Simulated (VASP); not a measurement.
**BeS in VASP: one cell, several levels of theory**

An exercise on one series of results from a longer session: the logs are not shown, and one member is left open.

Program: VASP 6.6.1. PAW datasets, plane waves. Spin-unpolarised throughout. Whether this structure exists isn't addressed.

**The cell**

The cell comes from an earlier relaxation with r2SCAN in another program.

It is cubic, Fm-3m (No. 225); conventional cell a = 4.635 Å, 12.44 Å³ an atom. Near Be stand 6 S at 2.32 Å; near S stand 6 Be at 2.32 Å.

The structure in full:

Space group Fm-3m (No. 225). a = 4.635 Å, b = 4.635 Å, c = 4.635 Å, α = 90.00°, β = 90.00°, γ = 90.00°
| atom | site | symmetry | x | y | z |
| --- | --- | --- | --- | --- | --- |
| Be | 4a | m-3m | 0.0000 | 0.0000 | 0.0000 |
| S | 4b | m-3m | 0.5000 | 0.0000 | 0.0000 |

The first run:

INCAR reads:

```
ENCUT = 520.000000
SIGMA = 0.020000
EDIFF = 1.00e-07
GGA = PE
PREC = Accurate
IBRION = -1
ISIF = 2
ISMEAR = -1
NBANDS = 11
NELM = 120
NSW = 0
LASPH = .TRUE.
LCHARG = .FALSE.
LWAVE = .FALSE.
LREAL = .FALSE.
```

KPOINTS reads:

```
KPOINTS created by Atomic Simulation Environment
0
Gamma
10 10 10
0 0 0
```

KPOINTS_OPT reads:

```
special points
7
Reciprocal
0.0000000000 0.0000000000 0.0000000000 1
0.5000000000 0.0000000000 0.5000000000 1
0.5000000000 0.2500000000 0.7500000000 1
0.3750000000 0.3750000000 0.7500000000 1
0.5000000000 0.5000000000 0.5000000000 1
0.6250000000 0.2500000000 0.6250000000 1
0.1500000000 0.1500000000 0.3000000000 1
```

POSCAR reads:

```
Be S
 1.0000000000000000
     0.0000000000000000    2.3172972018655114    2.3172972018655114
     2.3172972018655114   -0.0000000000000000    2.3172972018655114
     2.3172972018655114    2.3172972018655114   -0.0000000000000000
 Be  S
   1   1
Cartesian
  0.0000000000000000  0.0000000000000000  0.0000000000000000
  2.3172972018655109  2.3172972018655109  2.3172972018655109
```

The run uses the recommended PBE PAW datasets (8 valence electrons a neutral cell).

Steps of the session up to this table: PBE; r2SCAN; LDA at this geometry; PBEsol; Linear response to a field, PBE.

One table of the session follows, with a row left open; its other results are not shown here.

```
 level  gap (eV)  pressure (GPa)  Ansatz: gap (eV)  Ansatz: pressure (GPa)
   PBE      0.97           -0.44              0.96                   -0.36
r2SCAN         ?               ?                 ?                       ?
   LDA      0.96           -5.49              0.95                   -5.54
PBEsol      0.95           -3.02              0.93                   -3.12
```

Q: Estimate the row for r2SCAN from the others.

**Answer.** gap (eV): 1.33; pressure (GPa): -0.15; Ansatz: gap (eV): 1.33; Ansatz: pressure (GPa): -0.03. In the column «gap (eV)» it is the highest.

In words: The gap runs from 0.95 eV (PBEsol) to 1.33 eV (r2SCAN). At this one volume the pressure spans -5.5 GPa (LDA) to -0.2 GPa (r2SCAN): r2SCAN wants the largest cell and LDA the smallest. The two programs agree on the gap within 0.03 eV, far less than the spread between functionals. A mean ε∞ of 9.0 means a refractive index near 3.00 below the gap. Datasets and cutoffs are each program's own. LDA means the Perdew–Zunger form in VASP and the Perdew–Wang form in Ansatz.
